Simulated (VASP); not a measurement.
# Al (Fd-3m) in VASP: further runs

Aim: see how the results for Al move with the level of theory and the settings. Levels: PBE, HSE06. Tasks: single point.

Program: VASP 6.6.1. These are calculated values, not measurements. Logs are shortened: lines on timing, memory, paths and dates and some standing lists are left out, and cuts for length are marked.

### Step 1. The structure

It takes space group Fd-3m (No. 227, cubic). The conventional cell has a = 6.047 Å, b = 6.047 Å, c = 6.047 Å, α = 90.00°, β = 90.00°, γ = 90.00°. Around Al (site symmetry -43m) lie 4 Al at 2.62 Å.

This isn't the form of Al at room conditions, which is fcc.

### Step 2. Single point, PBE

INCAR

```
PREC = Accurate
ENCUT = 520
EDIFF = 1E-6
ISMEAR = -1
SIGMA = 0.1
LREAL = False
LASPH = True
NELM = 80
ALGO = Fast
ISIF = 2
LWAVE = False
LCHARG = False
GGA = PE
NBANDS = 10
```

KPOINTS

```
regular mesh
0
Gamma
  5 5 5
```

POSCAR

```
Al
1.0
    0.0000000000      3.0236068483      3.0236068483
    3.0236068483      0.0000000000      3.0236068483
    3.0236068483      3.0236068483      0.0000000000
Al
2
Direct
    0.1250000000      0.1250000000      0.1250000000
    0.8750000000      0.8750000000      0.8750000000
```

Potentials or basis: VASP PAW PBE potentials, release 64 (Al).

Run with:

```console
cat potpaw_PBE.64/Al/POTCAR > POTCAR
mpirun -np 1 vasp_std > vasp.out
```

OUTCAR:

```text
PREC = Accurate
   ENCUT = 520
   EDIFF = 1E-6
   ISMEAR = -1
   LREAL = False
   LASPH = True
   NELM = 80
   ISIF = 2
   GGA = PE

 ion  position               nearest neighbor table
   1  0.125  0.125  0.125-   2 2.62   2 2.62   2 2.62   2 2.62
   2  0.875  0.875  0.875-   1 2.62   1 2.62   1 2.62   1 2.62

  LATTYP: Found a face centered cubic cell.
 ALAT       =     6.0472136966

  Lattice vectors:

 A1 = (   0.0000000000,   3.0236068483,   3.0236068483)
 A2 = (   3.0236068483,   0.0000000000,   3.0236068483)
 A3 = (   3.0236068483,   3.0236068483,   0.0000000000)

Analysis of symmetry for initial positions (statically):
=====================================================================
 Subroutine PRICEL returns:
 Original cell was already a primitive cell.

 Routine SETGRP: Setting up the symmetry group for a
 face centered cubic supercell.

 Subroutine GETGRP returns: Found 48 space group operations
 (whereof 12 operations were pure point group operations)
 out of a pool of 48 trial point group operations.

The static configuration has the point symmetry D_3d.
 The point group associated with its full space group is O_h .

Analysis of symmetry for dynamics (positions and initial velocities):
=====================================================================
 Subroutine PRICEL returns:
 Original cell was already a primitive cell.

 Routine SETGRP: Setting up the symmetry group for a
 face centered cubic supercell.

 Subroutine GETGRP returns: Found 48 space group operations
 (whereof 12 operations were pure point group operations)
 out of a pool of 48 trial point group operations.

The dynamic configuration has the point symmetry D_3d.
 The point group associated with its full space group is O_h .

 Subroutine INISYM returns: Found 48 space group operations
 (whereof 12 operations are pure point group operations),
 and found     1 'primitive' translations

----------------------------------------------------------------------------------------

                                     Primitive cell

  volume of cell :      55.2848

  direct lattice vectors                    reciprocal lattice vectors
     0.000000000  3.023606848  3.023606848    -0.165365415  0.165365415  0.165365415
     3.023606848  0.000000000  3.023606848     0.165365415 -0.165365415  0.165365415
     3.023606848  3.023606848  0.000000000     0.165365415  0.165365415 -0.165365415

  length of vectors
     4.276025812  4.276025812  4.276025812     0.286421300  0.286421300  0.286421300

  position of ions in fractional coordinates (direct lattice)
     0.125000000  0.125000000  0.125000000
     0.875000000  0.875000000  0.875000000

  ion indices of the primitive-cell ions
   primitive index   ion index
                 1           1
                 2           2

----------------------------------------------------------------------------------------

 KPOINTS: regular mesh

Automatic generation of k-mesh.
 Grid dimensions read from file:
 generate k-points for:    5    5    5

 Generating k-lattice:

  Cartesian coordinates                     Fractional coordinates (reciprocal lattice)
    -0.033073083  0.033073083  0.033073083     0.200000000  0.000000000  0.000000000
     0.033073083 -0.033073083  0.033073083     0.000000000  0.200000000  0.000000000
     0.033073083  0.033073083 -0.033073083     0.000000000  0.000000000  0.200000000

  Length of vectors
     0.057284260  0.057284260  0.057284260

  Shift w.r.t. Gamma in fractional coordinates (k-lattice)
     0.000000000  0.000000000  0.000000000

 Subroutine IBZKPT returns following result:
 ===========================================

 Found     10 irreducible k-points:

 Following reciprocal coordinates:
            Coordinates               Weight
  0.000000  0.000000  0.000000      1.000000
  0.200000  0.000000  0.000000      8.000000
  0.400000  0.000000  0.000000      8.000000
  0.200000  0.200000  0.000000      6.000000
  0.400000  0.200000  0.000000     24.000000
 -0.400000  0.200000  0.000000     24.000000
 -0.200000  0.200000  0.000000     12.000000
  0.400000  0.400000  0.000000      6.000000
 -0.400000  0.400000  0.000000     12.000000
 -0.400000  0.400000  0.200000     24.000000
   k-points           NKPTS =     10   k-points in BZ     NKDIM =     10   number of bands    NBANDS=     10
   number of dos      NEDOS =    301   number of ions     NIONS =      2
   total plane-waves  NPLWV =  32768
   dimension x,y,z NGX =    32 NGY =   32 NGZ =   32
   dimension x,y,z NGXF=    64 NGYF=   64 NGZF=   64
   ions per type =               2
   NGX,Y,Z   is equivalent  to a cutoff of  12.44, 12.44, 12.44 a.u.
   NGXF,Y,Z  is equivalent  to a cutoff of  24.88, 24.88, 24.88 a.u.
 SYSTEM =  unknown system
   PREC   = accura    normal or accurate (medium, high low for compatibility)
   ISTART =      0    job   : 0-new  1-cont  2-samecut
   ICHARG =      2    charge: 1-file 2-atom 10-const
   ISPIN  =      1    spin polarized calculation?
   LNONCOLLINEAR =      F non collinear calculations
   LSORBIT =      F    spin-orbit coupling
   LASPH  =      T    aspherical Exc in radial PAW
   ENCUT  =  520.0 eV  38.22 Ry    6.18 a.u.   7.95  7.95  7.95*2*pi/ulx,y,z
   NELM   =     80;   NELMIN=  2; NELMDL= -5     # of ELM steps
   EDIFF  = 0.1E-05   stopping-criterion for ELM
   LREAL  =      F    real-space projection
   EDIFFG = 0.1E-04   stopping-criterion for IOM
   NSW    =      0    number of steps for IOM
   IBRION =     -1    ionic relax: 0-MD 1-quasi-New 2-CG
   NFREE  =      0    steps in history (QN), initial steepest desc. (CG)
   ISIF   =      2    stress and relaxation
   ISYM   =      2    0-nonsym 1-usesym 2-fastsym
   POTIM  = 0.5000    time-step for ionic-motion
   TEBEG  =    0.0;   TEEND  =   0.0 temperature during run
   PSTRESS=    0.0 pullay stress
   NELECT =       6.0000    total number of electrons
   NUPDOWN=      -1.0000    fix difference up-down
   EMIN   =  10.00;   EMAX   =-10.00  energy-range for DOS
   EFERMI =   0.00;   METHOD = LEGACY
   ISMEAR =    -1;   SIGMA  =   0.10  broadening in eV -4-tet -1-fermi 0-gaus
   EFERMI_NEDOS =   21; number of points for ismear=-14 and -15
   IALGO  =     68    algorithm
   IMIX   =      4    mixing-type and parameters
     AMIX     =   0.40;   BMIX     =  1.00
     AMIX_MAG =   1.60;   BMIX_MAG =  1.00
  volume/ion in A,a.u.               =      27.64       186.54
  Fermi-wavevector in a.u.,A,eV,Ry     =   0.780890  1.475668  8.296688  0.609789
  Thomas-Fermi vector in A             =   1.884295
   LORBIT       =      0    0 simple, 1 ext, 2 COOP (PROOUT), +10 PAW based schemes
   GGA     = PE    functional components
   LHFCALC =     F    Hartree Fock is set to
   AEXX    =    0.0000 exact exchange contribution
   IVDW    =     0    specifies the selected vdW correction
   LEPSILON=     F    determine dielectric tensor
   LRPA    =     F    only Hartree local field effects (RPA)
 non-spin polarized calculation
 RMM-DIIS sequential band-by-band and
  energy-cutoff  :      520.00
  volume of cell :       55.28
 maximum number of plane-waves:      1504
   NGX = 15   NGY = 15   NGZ = 15

 number of electron       6.0000000 magnetization

 Free energy of the ion-electron system (eV)
  ---------------------------------------------------
  ext. energy  EPLUGINS =         0.00000000
  ---------------------------------------------------
  free energy    TOTEN  =        -6.04427676 eV

  energy without entropy =       -5.98805528  energy(sigma->0) =       -6.01616602

 E-fermi :   2.6656     XC(G=0):  -8.1364

 val. band max:        2.6230542437   @ k =  -0.4000   0.4000   0.0000
 cond. band min:       2.7806241855   @ k =   0.2000   0.2000   0.0000
 fundamental gap:      0.1575699417
 Fermi energy:         2.6656004543

 k-point     1 :       0.0000    0.0000    0.0000
  band No.  band energies     occupation
      1      -5.0756      2.00000
      2       4.8723      0.00000
      3       4.8723      0.00000
      4       4.8723      0.00000
      5       6.7247      0.00000
      6       6.7247      0.00000
      7       6.7247      0.00000
      8       7.9380      0.00000
      9      10.5663      0.00000
     10      10.6545      0.00000

 k-point     2 :       0.2000    0.0000    0.0000
  band No.  band energies     occupation
      1      -4.6407      2.00000
      2       2.3177      1.94015
      3       4.3617      0.00000
      4       4.3617      0.00000
      5       6.5343      0.00000
      6       7.3981      0.00000
      7       7.3981      0.00000
      8       9.9485      0.00000
      9      10.0237      0.00000
     10      10.0237      0.00000

 k-point     3 :       0.4000    0.0000    0.0000
  band No.  band energies     occupation
      1      -3.4747      2.00000
      2      -0.4496      2.00000
      3       3.9135      0.00001
      4       3.9135      0.00001
      5       6.0482      0.00000
      6       7.2539      0.00000
      7       7.2539      0.00000
      8      10.4500      0.00000
      9      11.7741      0.00000
     10      11.7741      0.00000

 k-point     4 :       0.2000    0.2000    0.0000
  band No.  band energies     occupation
      1      -4.4918      2.00000
      2       2.7806      0.48089
      3       3.5403      0.00032
      4       3.5403      0.00032
      5       5.6669      0.00000
      6       7.5660      0.00000
      7       8.7633      0.00000
      8       8.7633      0.00000
      9      10.7246      0.00000
     10      11.2873      0.00000
[... 40 lines left out ...]
 k-point     8 :       0.4000    0.4000    0.0000
  band No.  band energies     occupation
      1      -2.7927      2.00000
      2      -0.1923      2.00000
      3       2.5168      1.63154
      4       2.5168      1.63154
      5       4.8271      0.00000
      6       5.3419      0.00000
      7      11.7724      0.00000
      8      11.7724      0.00000
      9      13.1789      0.00000
     10      14.2646      0.00000

 k-point     9 :      -0.4000    0.4000    0.0000
  band No.  band energies     occupation
      1      -1.7386      2.00000
      2      -1.2694      2.00000
      3       1.2233      2.00000
      4       2.6231      1.20958
      5       5.1642      0.00000
      6       7.0275      0.00000
      7      11.3654      0.00000
      8      11.7507      0.00000
      9      11.7720      0.00000
     10      12.0621      0.00000

 k-point    10 :      -0.4000    0.4000    0.2000
  band No.  band energies     occupation
      1      -2.4004      2.00000
      2      -0.5109      2.00000
      3       1.3097      2.00000
      4       2.1719      1.98575
      5       7.2859      0.00000
      6       7.4478      0.00000
      7       8.2631      0.00000
      8      10.9404      0.00000
      9      11.7326      0.00000
     10      12.9991      0.00000

------------------------ aborting loop because EDIFF is reached ----------------------------------------

  FORCE on cell =-STRESS in cart. coord.  units (eV):
  Direction    XX          YY          ZZ          XY          YZ          ZX
  --------------------------------------------------------------------------------------
  -------------------------------------------------------------------------------------
  Total       -0.0267088     -0.0267088     -0.0267088     -0.0000000     -0.0000000     -0.0000000
  in kB       -0.7740328     -0.7740328     -0.7740328     -0.0000000     -0.0000000     -0.0000000
  external PRESSURE =      -0.7740328 kB  Pullay stress =       0.0000000 kB

 VOLUME and BASIS-vectors are now :
 -----------------------------------------------------------------------------
  energy-cutoff  :      520.00
  volume of cell :       55.28
      direct lattice vectors                 reciprocal lattice vectors
     0.000000000  3.023606848  3.023606848    -0.165365415  0.165365415  0.165365415
     3.023606848  0.000000000  3.023606848     0.165365415 -0.165365415  0.165365415
     3.023606848  3.023606848  0.000000000     0.165365415  0.165365415 -0.165365415

 POSITION                                       TOTAL-FORCE (eV/Angst)
 -----------------------------------------------------------------------------------
      0.75590      0.75590      0.75590        -0.000000     -0.000000     -0.000000
      5.29131      5.29131      5.29131         0.000000      0.000000      0.000000
 -----------------------------------------------------------------------------------
    total drift:                                0.000000      0.000000     -0.000000

  FREE ENERGIE OF THE ION-ELECTRON SYSTEM (eV)
  ---------------------------------------------------
  free  energy   TOTEN  =        -6.0442767647 eV

  energy  without entropy=       -5.9880552772  energy(sigma->0) =       -6.01616602
```

Wall time 6.7 s (1 thread of Intel Xeon Platinum 8259CL at 2.50GHz (Skylake/Cascade Lake), shared host); peak memory 0.15 GiB.

Results:

* Free energy: -6.0443 eV
* Pressure: -0.1 GPa
* Band gap on the k mesh: none (metal or under the smearing width)

### Step 3. Single point, HSE06

POSCAR is that of step 2.

INCAR.step1

```
PREC     = Accurate       # precision mode
ENCUT    = 520            # plane-wave cutoff, eV
EDIFF    = 1E-5           # SCF threshold, eV
ISMEAR   = -1             # smearing method
SIGMA    = 0.1            # smearing width, eV
LREAL    = False          # projectors in reciprocal space
LASPH    = True           # aspherical terms in the spheres
NELM     = 60             # most SCF steps
ALGO     = Normal         # electronic algorithm
ISIF     = 2              # what is computed and relaxed
LWAVE    = True           # write WAVECAR
LCHARG   = False          # write CHGCAR
NBANDS   = 10             # bands
GGA      = PE             # functional
```

INCAR.step2

```
PREC     = Accurate       # precision mode
ENCUT    = 520            # plane-wave cutoff, eV
EDIFF    = 1E-6           # SCF threshold, eV
ISMEAR   = -1             # smearing method
SIGMA    = 0.1            # smearing width, eV
LREAL    = False          # projectors in reciprocal space
LASPH    = True           # aspherical terms in the spheres
NELM     = 60             # most SCF steps
ALGO     = Normal         # electronic algorithm
ISIF     = 2              # what is computed and relaxed
LWAVE    = False          # write WAVECAR
LCHARG   = False          # write CHGCAR
GGA      = PE             # functional
LHFCALC  = True           # exact exchange
HFSCREEN = 0.2079         # screening, 1/A
PRECFOCK = Normal       
NBANDS   = 10             # bands
ISTART   = 1
```

KPOINTS

```
Automatic mesh
0
Gamma
  5 5 5
```

Potentials or basis: VASP PAW PBE potentials, release 64 (Al).

Run with:

```console
cat potpaw_PBE.64/Al/POTCAR > POTCAR
cp INCAR.step1 INCAR
mpirun -np 1 vasp_std > vasp.out
cp INCAR.step2 INCAR
mpirun -np 1 vasp_std > vasp.out
```

OUTCAR:

```text
PREC = Accurate
   ENCUT = 520
   EDIFF = 1E-6
   ISMEAR = -1
   LREAL = False
   LASPH = True
   NELM = 60
   ISIF = 2
   GGA = PE
   LHFCALC = True
   HFSCREEN = 0.2079
   PRECFOCK = Normal
   ISTART = 1

 ion  position               nearest neighbor table
   1  0.125  0.125  0.125-   2 2.62   2 2.62   2 2.62   2 2.62
   2  0.875  0.875  0.875-   1 2.62   1 2.62   1 2.62   1 2.62

  LATTYP: Found a face centered cubic cell.
 ALAT       =     6.0472136966

  Lattice vectors:

 A1 = (   0.0000000000,   3.0236068483,   3.0236068483)
 A2 = (   3.0236068483,   0.0000000000,   3.0236068483)
 A3 = (   3.0236068483,   3.0236068483,   0.0000000000)

Analysis of symmetry for initial positions (statically):
=====================================================================
 Subroutine PRICEL returns:
 Original cell was already a primitive cell.

 Routine SETGRP: Setting up the symmetry group for a
 face centered cubic supercell.

[... 165 lines left out ...]
 fundamental gap:      0.2227099125
 Fermi energy:         2.5635367582

 k-point     1 :       0.0000    0.0000    0.0000
  band No.  band energies     occupation
      1      -6.3782      2.00000
      2       5.1274      0.00000
      3       5.1274      0.00000
      4       5.1274      0.00000
      5       7.1696      0.00000
      6       7.1696      0.00000
      7       7.1696      0.00000
      8       8.4458      0.00000
      9      10.9756      0.00000
     10      11.3494      0.00000
[... 105 lines left out ...]
 k-point    10 :      -0.4000    0.4000    0.2000
  band No.  band energies     occupation
      1      -3.2965      2.00000
      2      -1.0970      2.00000
      3       0.9882      2.00000
      4       1.9949      1.99324
      5       7.7260      0.00000
      6       7.8738      0.00000
      7       8.7923      0.00000
      8      11.6285      0.00000
      9      12.5366      0.00000
     10      13.8172      0.00000

------------------------ aborting loop because EDIFF is reached ----------------------------------------

  FORCE on cell =-STRESS in cart. coord.  units (eV):
  Direction    XX          YY          ZZ          XY          YZ          ZX
  --------------------------------------------------------------------------------------
  -------------------------------------------------------------------------------------
  Total       -0.2094257     -0.2094257     -0.2094257     -0.0000000      0.0000000      0.0000000
  in kB       -6.0692450     -6.0692450     -6.0692450     -0.0000000      0.0000000      0.0000000
  external PRESSURE =      -6.0692450 kB  Pullay stress =       0.0000000 kB

 VOLUME and BASIS-vectors are now :
 -----------------------------------------------------------------------------
  energy-cutoff  :      520.00
  volume of cell :       55.28
      direct lattice vectors                 reciprocal lattice vectors
     0.000000000  3.023606848  3.023606848    -0.165365415  0.165365415  0.165365415
     3.023606848  0.000000000  3.023606848     0.165365415 -0.165365415  0.165365415
     3.023606848  3.023606848  0.000000000     0.165365415  0.165365415 -0.165365415

 POSITION                                       TOTAL-FORCE (eV/Angst)
 -----------------------------------------------------------------------------------
      0.75590      0.75590      0.75590         0.000000      0.000000      0.000000
      5.29131      5.29131      5.29131        -0.000000     -0.000000     -0.000000
 -----------------------------------------------------------------------------------
    total drift:                                0.000000      0.000000      0.000000

  FREE ENERGIE OF THE ION-ELECTRON SYSTEM (eV)
  ---------------------------------------------------
  free  energy   TOTEN  =        -6.6174501138 eV

  energy  without entropy=       -6.5664211824  energy(sigma->0) =       -6.59193565
```

OUTCAR.step1:

```text
PREC = Accurate
   ENCUT = 520
   EDIFF = 1E-5
   ISMEAR = -1
   LREAL = False
[... 337 lines left out ...]
      0.75590      0.75590      0.75590        -0.000000     -0.000000     -0.000000
      5.29131      5.29131      5.29131         0.000000      0.000000      0.000000
 -----------------------------------------------------------------------------------
    total drift:                                0.000000      0.000000     -0.000000

  FREE ENERGIE OF THE ION-ELECTRON SYSTEM (eV)
  ---------------------------------------------------
  free  energy   TOTEN  =        -6.0442765004 eV

  energy  without entropy=       -5.9880558251  energy(sigma->0) =       -6.01616616
```

OSZICAR.step1:

```text
N       E                     dE             d eps       ncg     rms          rms(c)
DAV:   1     0.949052568666E+00    0.94905E+00   -0.19522E+03   200   0.437E+02
DAV:   2    -0.586243730527E+01   -0.68115E+01   -0.64937E+01   292   0.466E+01
DAV:   3    -0.603352633697E+01   -0.17109E+00   -0.17049E+00   250   0.656E+00
DAV:   4    -0.603507107342E+01   -0.15447E-02   -0.15446E-02   248   0.723E-01
DAV:   5    -0.603510690251E+01   -0.35829E-04   -0.35829E-04   266   0.106E-01    0.151E+00
DAV:   6    -0.604114549010E+01   -0.60386E-02   -0.18227E-03   230   0.233E-01    0.947E-01
DAV:   7    -0.604419875476E+01   -0.30533E-02   -0.49932E-03   216   0.392E-01    0.875E-02
DAV:   8    -0.604425779255E+01   -0.59038E-04   -0.18298E-04   226   0.615E-02    0.479E-02
DAV:   9    -0.604427611595E+01   -0.18323E-04   -0.29460E-05   232   0.281E-02    0.736E-03
DAV:  10    -0.604427650040E+01   -0.38446E-06   -0.80162E-07   120   0.590E-03
   1 F= -.60442765E+01 E0= -.60161662E+01  d E =-.562207E-01
```

Wall time 4.2 min (1 thread of Intel Xeon Platinum 8259CL at 2.50GHz (Skylake/Cascade Lake), shared host); peak memory 0.27 GiB.

What came out:

* Free energy: -6.6175 eV
* Pressure: -0.6 GPa
* Band gap on the k mesh: none (metal or under the smearing width)

Caveat: the PAW data sets were made with another functional, which shifts forces and pressure a little.
